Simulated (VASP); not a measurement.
The system is AlN.

```
Al N
1.0
     0.00000    2.03452    2.03452
     2.03452    0.00000    2.03452
     2.03452    2.03452    0.00000
Al N
1 1
Cartesian
  2.0345 2.0345 2.0345
  0.0000 0.0000 0.0000
```

Measurements of this composition are mostly on another form, of space group No. 186.

* Program: VASP 6.6.1
* Task: single point
* Functional: PBE
* Potentials or basis: VASP PAW PBE potentials, release 64 (Al, N)
* Cutoff: 520 eV
* k mesh: 11 × 11 × 11
* Occupations: fermi-dirac, width 0.05 eV
* Spin: no spin polarisation

On this cell: pressure 0.0 GPa; largest force zero by symmetry; band gap on the k mesh 4.55 eV, indirect (least direct gap 5.41 eV).

The same run follows on a disturbed copy (atoms moved at random, drawn with an rms of 0.05 Å):

```
Al N
1.0
     0.00000    2.03452    2.03452
     2.03452    0.00000    2.03452
     2.03452    2.03452    0.00000
Al N
1 1
Direct
  0.50255 0.50903 0.48633
  0.99239 0.00372 0.00207
```

Q: What changes?

A: The energy moves by +2.6 meV/atom; pressure 0.2 GPa; largest force 0.262 eV/Å; band gap on the k mesh 4.55 eV, indirect (least direct gap 5.40 eV).

Forces on the atoms (eV/Å):
```
Al   0.140  0.074 -0.208
N   -0.140 -0.074  0.208
```

Stress tensor (GPa, compression positive):
```
 0.20 -0.01  0.02
-0.01  0.02  0.01
 0.02  0.01  0.51
```

Caveats: an odd mesh through Γ misses points on the zone boundary, where band edges often lie.
